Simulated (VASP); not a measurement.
Crystal: Na.

```
Na
1.0
     3.76700    0.00000    0.00000
    -1.88350    3.26232    0.00000
     0.00000    0.00000    6.15400
Na
2
Direct
  0.66667 0.33333 0.75000
  0.33333 0.66667 0.25000
```

This isn't the form of Na at room conditions, which is bcc.

| Item | Value |
| --- | --- |
| Program | VASP 6.6.1 |
| Task | single point |
| Functional | PBE |
| Potentials or basis | VASP PAW PBE potentials, release 64 (Na_pv) |
| Cutoff | 900 eV |
| k mesh | 14 × 14 × 8 |
| Occupations | gaussian, width 0.05 eV |
| Spin | no spin polarisation |

On this cell: pressure -0.1 GPa; largest force under 0.003 eV/Å; band gap on the k mesh none (metal or under the smearing width).

The same run follows on a disturbed copy (grid = ENCUT=900 k=14x14x8 ISMEAR=0 SIGMA=0.05 PREC=Accurate EDIFF=1e-08 LREAL=False ADDGRID=False LASPH=True; atoms moved at random, drawn with an rms of 0.1 Å):

```
Na
1.0
     3.76700    0.00000    0.00000
    -1.88350    3.26232    0.00000
     0.00000    0.00000    6.15400
Na
2
Direct
  0.66073 0.32530 0.76516
  0.33221 0.66345 0.27385
```

Q: What does the disturbed cell give?

A: The energy (extrapolated to zero smearing) moves by +0.4 meV/atom; pressure -0.1 GPa; largest force 0.033 eV/Å; band gap on the k mesh none (metal or under the smearing width).

Forces in eV/Å, atoms in the order of the input:
```
Na   0.001  0.002  0.033
Na  -0.001 -0.002 -0.033
```
